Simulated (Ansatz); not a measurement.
LiF, DFT, LDA, all-electron LAPW, scalar-relativistic (Ansatz 0.2.0), run on 1 thread of Arm Neoverse V2 on a shared host.

The cell comes from COD entry 1010990, which wasn't checked; take it as a given geometry. The listed cell was then made from it by scaling, straining or moving an atom.

Command: `ansatz run input.yaml --threads 1 --pin off --max-ram 3072MiB --backend cpu --events-out ev --progress --plain --runs-dir out`

```yaml
crystal:
  lattice:
    - [0.0, 1.9867804471, 1.9867804471]
    - [1.9867804471, 0.0, 1.9867804471]
    - [1.9867804471, 1.9867804471, 0.0]
  atoms:
    - { symbol: Li, position: [0.0, 0.0, 0.0] }
    - { symbol: F, position: [0.5, 0.5, 0.5] }
kpoints:
  mp_grid: { grid: [10, 10, 10] }
  band_path:
    path:
      - [0.0, 0.0, 0.0]
      - [0.5, 0.0, 0.5]
      - [0.625, 0.25, 0.625]
      - [0.375, 0.375, 0.75]
      - [0.0, 0.0, 0.0]
      - [0.5, 0.5, 0.5]
      - [0.5, 0.25, 0.75]
      - [0.5, 0.0, 0.5]
    npoints: 5
scf:
  occupations: { method: fermi_dirac, width: 0.03 }
hamiltonian:
  xc: lda
  pseudopotentials: { kind: all_electron, lapw: { basis_error: 0.001 } }
output:
  forces: true
  stress: true
  eigenvalues: true
```

Problem. How large is the problem that the program sets up?

Solution. 47 irreducible k-points, 169 plane waves at Γ, 9 bands.

Problem. About how long does it take, and how much memory does it use?

Solution. 3.3 s of wall time for 6 SCF iterations, with a peak of 0.23 GiB. Times on shared machines scatter by tens of per cent.
